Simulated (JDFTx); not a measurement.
The system is TePb.

```
CELL_PARAMETERS angstrom
4.00229 0.00000 0.00000
0.00000 4.00229 0.00000
0.00000 0.00000 4.00229
ATOMIC_POSITIONS crystal
Pb 0.00000 0.00000 0.00000
Te 0.50000 0.50000 0.50000
```

Measurements of this composition are mostly on another form, of space group No. 225.

* Program: JDFTx 1.7.0 (patched build)
* Task: relaxation of cell and atoms
* Functional: LDA
* Potentials or basis: PseudoDojo-SR-LDA-0.4.1-standard
* Cutoff: 1088 eV
* Density cutoff: 8708 eV
* k mesh: 3 × 3 × 3
* Occupations: fermi-dirac, width 0.05 eV
* Spin: no spin polarisation

At the start: pressure -3.3 GPa; volume 32.05 Å³/atom.

Question: How do energy, volume and symmetry change on relaxing?

Answer: Over 6 steps the energy falls by 24.4 meV/atom and the volume is 29.83 Å³/atom (-7.0 %); space group Pm-3m (No. 221, to 0.05 Å).

Step by step:
```csv
step,energy change (eV),largest force (eV/Å),pressure (GPa),volume (Å³)
1,0.0000,0.0000,-3.28,64.11
2,-0.0206,0.0000,-2.58,62.98
3,-0.0486,0.0000,0.30,59.33
4,-0.0489,0.0000,-0.01,59.66
5,-0.0489,0.0000,0.00,59.65
6,-0.0489,0.0000,0.00,59.65
```

Final structure:
```
CELL_PARAMETERS angstrom
3.90729 0.00000 0.00000
0.00000 3.90729 0.00000
0.00000 0.00000 3.90729
ATOMIC_POSITIONS crystal
Pb 0.00000 0.00000 0.00000
Te 0.50000 0.50000 0.50000
```

Caveat: the k mesh is coarse (spacing up to 0.52 Å⁻¹), so the values aren't converged; the plane waves are those of the starting cell, so after so large a change of volume the result is rough.
